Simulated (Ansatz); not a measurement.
## Structure relaxation of Os

All numbers below come from DFT PBE, scalar-relativistic, plane waves, PAW (Ansatz 0.2.0). Cutoff 420 eV, Γ-centred k mesh, Gaussian smearing, no spin polarisation in the final step.

The start is a random cell of Os with space group P4/nmm (No. 129), drawn with lower limits on the distances.

```
CELL_PARAMETERS angstrom
2.99021 0.00000 0.00000
0.00000 2.99021 0.00000
0.00000 0.00000 3.29822
ATOMIC_POSITIONS crystal
Os 0.00000 0.50000 0.33333
Os 0.50000 0.00000 0.66667
```

Cell and atoms relax at zero pressure; the relaxation can't lower the symmetry of the start. After a coarse first stage the cell is made exact in the group found at 0.06 Å.

Energies count from the standard state of Os at the same level.

What does it relax into?

It ends in Fm-3m (No. 225). The result has the fcc structure. Conventional cell: a = 3.856 Å. Around Os lie 12 Os at 2.73 Å.

Space group Fm-3m (No. 225). a = 3.856 Å, b = 3.856 Å, c = 3.856 Å, α = 90.00°, β = 90.00°, γ = 90.00°
```csv
atom,site,symmetry,x,y,z
Os,4b,m-3m,0.5000,0.0000,0.0000
```

What are its volume, energy, density and gap?

The volume per atom is 14.33 Å³. The density is 22.04 g/cm³, the energy over the standard structure is 0.14 eV/atom and the gap on the 28×28×28 mesh is 0 eV (a metal).

The final run used a 28×28×28 mesh on its 1-atom cell and 0.10 eV smearing. The k mesh leaves about 4 meV/atom of noise in metals. Spin–orbit coupling is left out. Symmetry constrained the relaxation, so the result can be a saddle point. The steps took roughly 50 core-seconds in all.

This fcc form isn't the element's structure at ambient conditions.